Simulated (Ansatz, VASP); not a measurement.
Ti in VASP and in Ansatz

INCAR

```
ALGO = Normal
EDIFF = 1E-6
ENCUT = 520
GGA = PS
ISIF = 2
ISMEAR = 0
LASPH = T
LCHARG = F
LREAL = F
LWAVE = F
NBANDS = 12
NELM = 80
PREC = Accurate
SIGMA = 0.15
```

Contents of KPOINTS:

```
k-points
0
Gamma
  20 20 20
```

Contents of POSCAR:

```
Ti
1.0
    0.0000000000      2.0300000000      1.9691000000
    2.0300000000      0.0000000000      1.9691000000
    2.0300000000      2.0300000000      0.0000000000
Ti
1
Direct
    0.0000000000      0.0000000000      0.0000000000
```

Input for Ansatz:

```yaml
crystal:
  lattice:
    - [0.0, 2.03, 1.9691]
    - [2.03, 0.0, 1.9691]
    - [2.03, 2.03, 0.0]
  atoms:
    - { symbol: Ti, position: [0.0, 0.0, 0.0] }
basis:
  ecutwfc: 420
kpoints:
  mp_grid: { grid: [20, 20, 20] }
hamiltonian:
  xc: pbesol
scf:
  occupations: { method: gaussian, width: 0.15 }
output:
  forces: true
  stress: true
  eigenvalues: true
```

Change from the starting cell: strain +0.000 along x and y, -0.030 along z, atoms carried along.

Alike in both runs: task single point; functional PBEsol; k mesh 20 × 20 × 20; occupations gaussian, width 0.15 eV; no spin polarisation.

```csv
,VASP,Ansatz
version,VASP 6.6.1,Ansatz 0.2.0
potentials or method,"VASP PAW PBE potentials, release 64 (Ti_sv)","scalar-relativistic, plane waves, PAW"
plane-wave cutoff (eV),520,420
valence electrons in the cell,12,12
```

VASP gave:

```
gap on the k mesh at the Fermi level (eV)       : none
pressure (GPa)                                  : 3.0
largest component of the traceless stress (GPa) : 0.71
```

Q: Which values does Ansatz return?

A: gap on the k mesh at the Fermi level (eV): none; pressure (GPa): 3.3; largest component of the traceless stress (GPa): 0.70.

A gap of «none» marks a metal or a gap that the smearing closes.

Caveats: the PAW data sets were made with another functional, which shifts forces and pressure a little (VASP).
